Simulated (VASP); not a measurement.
# InP (F-43m) in VASP: notebook, part 3 of 3

VASP 6.6.1.

## (5) G0W0 quasiparticle levels, PBE

Contents of POSCAR:

```
InP
1.0
    0.0000000000      2.9305000000      2.9305000000
    2.9305000000      0.0000000000      2.9305000000
    2.9305000000      2.9305000000      0.0000000000
In P
1 1
Direct
    0.0000000000      0.0000000000      0.0000000000
    0.7500000000      0.7500000000      0.7500000000
```

Contents of INCAR.step1:

```
SYSTEM = InP
ALGO     = Normal         ! electronic algorithm
EDIFF    = 1E-8           ! SCF threshold, eV
ENCUT    = 450            ! plane-wave cutoff, eV
GGA      = PE             ! functional
ISMEAR   = 0              ! smearing method
LASPH    = .TRUE.         ! aspherical terms in the spheres
LCHARG   = .FALSE.        ! write CHGCAR
LREAL    = .FALSE.        ! projectors in reciprocal space
LWAVE    = .TRUE.         ! write WAVECAR
NELM     = 80             ! most SCF steps
PREC     = Accurate       ! precision mode
SIGMA    = 0.01           ! smearing width, eV
```

Contents of INCAR.step2:

```
SYSTEM = InP
ALGO     = Exact          ! electronic algorithm
EDIFF    = 1E-8           ! SCF threshold, eV
ENCUT    = 450            ! plane-wave cutoff, eV
GGA      = PE             ! functional
ISMEAR   = 0              ! smearing method
ISTART   = 1            
LASPH    = .TRUE.         ! aspherical terms in the spheres
LCHARG   = .FALSE.        ! write CHGCAR
LOPTICS  = .TRUE.         ! frequency-dependent dielectric function
LREAL    = .FALSE.        ! projectors in reciprocal space
LWAVE    = .TRUE.         ! write WAVECAR
NBANDS   = 129            ! bands
NELM     = 1              ! most SCF steps
PREC     = Accurate       ! precision mode
SIGMA    = 0.01           ! smearing width, eV
```

Contents of INCAR.step3:

```
SYSTEM = InP
ALGO     = EVGW0          ! electronic algorithm
EDIFF    = 1E-8           ! SCF threshold, eV
ENCUT    = 450            ! plane-wave cutoff, eV
ENCUTGW  = 50             ! cutoff of the response function
GGA      = PE             ! functional
ISMEAR   = 0              ! smearing method
ISTART   = 1            
LASPH    = .TRUE.         ! aspherical terms in the spheres
LCHARG   = .FALSE.        ! write CHGCAR
LREAL    = .FALSE.        ! projectors in reciprocal space
LWAVE    = .FALSE.        ! write WAVECAR
NBANDS   = 129            ! bands
NBANDSGW = 17           
NELMGW   = 1            
NOMEGA   = 48             ! frequency points
PREC     = Accurate       ! precision mode
PRECFOCK = Fast         
SIGMA    = 0.01           ! smearing width, eV
```

Contents of KPOINTS:

```
k-points
0
G
  3 3 3
  0 0 0
```

Potentials or basis: VASP PAW PBE potentials, release 64 (In_d_GW, P_GW).

Launch:

```console
> cat potpaw_PBE.64/In_d_GW/POTCAR potpaw_PBE.64/P_GW/POTCAR > POTCAR
> cp INCAR.step1 INCAR
> mpirun -np 1 vasp_std > vasp.out
> cp INCAR.step2 INCAR
> mpirun -np 1 vasp_std > vasp.out
> cp INCAR.step3 INCAR
> mpirun -np 1 vasp_std > vasp.out
```

OUTCAR:

```text
SYSTEM = InP
   EDIFF = 1E-8
   ENCUT = 450
   ENCUTGW = 50
   GGA = PE
   ISMEAR = 0
   ISTART = 1
   LASPH = .TRUE.
   LREAL = .FALSE.
   NELMGW = 1
   PREC = Accurate
   PRECFOCK = Fast

 Found      4 irreducible k-points:

 Following reciprocal coordinates:
            Coordinates               Weight
  0.000000  0.000000  0.000000      1.000000
  0.333333  0.000000  0.000000      8.000000
  0.333333  0.333333  0.000000      6.000000
 -0.333333  0.333333  0.000000     12.000000
   k-points           NKPTS =      4   k-points in BZ     NKDIM =     27   number of bands    NBANDS=    129
   number of dos      NEDOS =    301   number of ions     NIONS =      2
   total plane-waves  NPLWV =  27000
   dimension x,y,z NGX =    30 NGY =   30 NGZ =   30
   dimension x,y,z NGXF=    60 NGYF=   60 NGZF=   60
   ions per type =               1   1
   NGX,Y,Z   is equivalent  to a cutoff of  12.03, 12.03, 12.03 a.u.
   NGXF,Y,Z  is equivalent  to a cutoff of  24.07, 24.07, 24.07 a.u.
 SYSTEM =  InP
   PREC   = accura    normal or accurate (medium, high low for compatibility)
[... 33 lines left out ...]
   GGA     = PE    functional components
   LHFCALC =     T    Hartree Fock is set to
   PRECFOCK=fast      Normal, Fast or Accurate (Low or Medium for compatibility)
   ENCUT4O =  -1.0   cutoff for four orbital integrals eV
   NKREDX  =     1    reduce k-point grid by
   NKREDY  =     1    reduce k-point grid by
   NKREDZ  =     1    reduce k-point grid by
   AEXX    =    1.0000 exact exchange contribution
   HFSCREEN=    0.0000 screening length (either q_TF or 0.3 A-1)
   HFSCREENC=   0.0000 screening length for correlation (either q_TF or 0.3 A-1)
   ENCUTFOCK=  -1.0 apply spherical cutoff to Coloumb kernel
   IVDW    =     0    specifies the selected vdW correction
   LEPSILON=     F    determine dielectric tensor
   LRPA    =     F    only Hartree local field effects (RPA)
   LRPAFORCE           =     F    calculate RPA forces
   ENCUTGW             =  50.0    cutoff for response function in eV
   ENCUTGWSOFT         =  40.0    soft cutoff for Coulomb kernel in GW response function in eV
   ENCUTLF             =  -1.0    cutoff for local field effects
   NELMGW              =     1    number of iterations in solving QP/BSE equation
   NELMHF              =     1    number of iterations in the inner HF iteration
   NKREDLFX            =     1    NKREDLFY  =   1   NKREDLFZ  =   1
 non-spin polarized calculation
 Gauss-broadening in eV      SIGMA  =   0.01
  energy-cutoff  :      450.00
  volume of cell :       50.33
 maximum number of plane-waves:      1113
 NGX is ok and might be reduce to    30
  NGX = 16; NGY = 16; NGZ = 16
   NGX = 15   NGY = 15   NGZ = 15
 maximum number of plane-waves:        51
 NGX is ok and might be reduce to    10

 QP shifts <psi_nk| G(iteration)W_0 |psi_nk>: iteration 1
 for sc-GW calculations column KS-energies equals QP-energies in previous step
 and V_xc(KS)=  KS-energies - (<T + V_ion + V_H > + <T+V_H+V_ion>^1  + <V_x>^1)

 k-point   1 :       0.0000    0.0000    0.0000
  band No.  KS-energies  QP-energies   sigma(KS)   V_xc(KS)     V^pw_x(r,r')   Z            occupation Imag(sigma)

      1     -10.2933     -12.1548     -19.2198     -16.5967     -25.3298       0.7097       2.0000       0.3154
      2     -10.2933     -12.1548     -19.2198     -16.5967     -25.3298       0.7097       2.0000       0.3154
      3     -10.2933     -12.1548     -19.2198     -16.5967     -25.3298       0.7097       2.0000       0.3154
      4     -10.1476     -12.0264     -19.3384     -16.6813     -25.3437       0.7071       2.0000       0.2393
      5     -10.1476     -12.0264     -19.3384     -16.6813     -25.3437       0.7071       2.0000       0.2393
      6      -7.4965      -7.6355     -11.4979     -11.2915     -18.2328       0.6736       2.0000       1.0752
[... 59 lines left out ...]
      3     -10.2152     -12.0893     -19.3241     -16.6896     -25.4093       0.7114       2.0000       0.2989
      4     -10.1613     -12.0335     -19.3069     -16.6576     -25.3237       0.7067       2.0000       0.2418
      5     -10.1358     -12.0133     -19.3396     -16.6908     -25.3551       0.7088       2.0000       0.2375
      6      -5.2478      -5.3851     -12.6246     -12.4209     -18.6366       0.6742       2.0000       0.7284
[... 9 lines left out ...]
     16      17.1145      17.2086      -9.0078      -9.1332      -3.0451       0.7498       0.0000      -0.5273
     17      17.9822      18.1540      -9.3726      -9.6032      -3.1822       0.7447       0.0000      -0.6712
```

OUTCAR.step1:

```text
SYSTEM = InP
   EDIFF = 1E-8
   ENCUT = 450
   GGA = PE
   ISMEAR = 0
   LASPH = .TRUE.
   LREAL = .FALSE.
[... 171 lines left out ...]
      0.00000      0.00000      0.00000        -0.000000     -0.000000     -0.000000
      4.39575      4.39575      4.39575         0.000000      0.000000      0.000000
 -----------------------------------------------------------------------------------
    total drift:                                0.000000      0.000000      0.000000

  FREE ENERGIE OF THE ION-ELECTRON SYSTEM (eV)
  ---------------------------------------------------
  free  energy   TOTEN  =        -7.9905974958 eV

  energy  without entropy=       -7.9905974958  energy(sigma->0) =       -7.99059750
```

Wall time 86 s (1 thread of AMD EPYC 7R13 (Zen 3), shared host); peak memory 0.3 GiB.

These settings aren't checked as converged: the numbers below hold their error.

What came out:

```
Band gap on the k mesh, mean-field level : 0.67 eV, direct
Quasiparticle gap                        : 1.15 eV
Least direct quasiparticle gap           : 1.15 eV
```

Caveat: the k mesh is coarse (spacing up to 0.62 Å⁻¹), so the values aren't converged; bands, screening cutoff and mesh are small and nothing is extrapolated, so the quasiparticle values aren't converged; spin-orbit coupling is left out, which moves the levels of the heavy elements.
